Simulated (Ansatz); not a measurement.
An input for Ansatz 0.2.0 (SnS2/SnS2/SnS2 (1T multilayer)):

```yaml
crystal:
  lattice:
    - [3.6694290273, 0.0, 0.0]
    - [-1.8347145136, 3.177818755, 0.0]
    - [0.0, 0.0, 52.4]
  atoms:
    - { symbol: Sn, position: [0.0, 0.0, 0.3889568401] }
    - { symbol: S, position: [0.3333333333, 0.6666666667, 0.4171788905] }
    - { symbol: S, position: [0.6666666667, 0.3333333333, 0.3606875406] }
    - { symbol: Sn, position: [0.0, 0.0, 0.5] }
    - { symbol: S, position: [0.3333333333, 0.6666666667, 0.5282058993] }
    - { symbol: S, position: [0.6666666667, 0.3333333333, 0.4717941007] }
    - { symbol: Sn, position: [0.0, 0.0, 0.6110431599] }
    - { symbol: S, position: [0.3333333333, 0.6666666667, 0.6393124594] }
    - { symbol: S, position: [0.6666666667, 0.3333333333, 0.5828211095] }
  periodic: [true, true, false]
kpoints:
  mp_grid: { grid: [6, 6, 1] }
  band_path:
    path:
      - [0.0, 0.0, 0.0]
      - [0.5, 0.0, 0.0]
      - [0.3333333333, 0.3333333333, 0.0]
      - [0.1, 0.1, 0.0]
      - [0.45, 0.0, 0.0]
    npoints: 1
hamiltonian:
  xc: hse06
  pseudopotentials: { kind: paw, azcp: { folder: soft_1 } }
scf:
  occupations: { method: fixed }
  n_extra_bands: 7
output:
  eigenvalues: true
```

```sh
ansatz run input.yaml --threads 3 --pin off --max-ram 92160MiB --backend cuda --events-out ev --progress --plain --runs-dir out --devices 1 --max-vram 13GiB
```

Question: How long will it take on 1 × NVIDIA H100 80GB HBM3 (shared by 6 runs) with 3 threads of AMD EPYC 7R13 (Zen 3), shared host, and how much memory?

It took 50 s; on shared hardware allow 25 s to 1.7 min. Peak host memory was 1.7 GiB. The sizes that set the cost: 11923 plane waves a state, 7 irreducible k points and 17 SCF cycles.

Exact exchange couples every pair of k points and filled bands, so it costs far more than a semilocal run.

[Paths, hosts, dates, memory and timing lines, banners, echoed tables and standing remarks are left out of the program output.]

[Logs are printed without paths, hosts, clocks, repeated set-up lines and the standing remarks that a program may print on its own settings, such as how far it seeks lower states.]

[Runs of the session that timed out or met a known fault of the program may be left out.]

[Cells called generated may have been cut or substituted from an entry of the Crystallography Open Database or the Materials Project.]

[Hosts, paths, dates, database ids (printed as entryN), source tags and the programs' standing remarks are cut or masked in the printed files.]
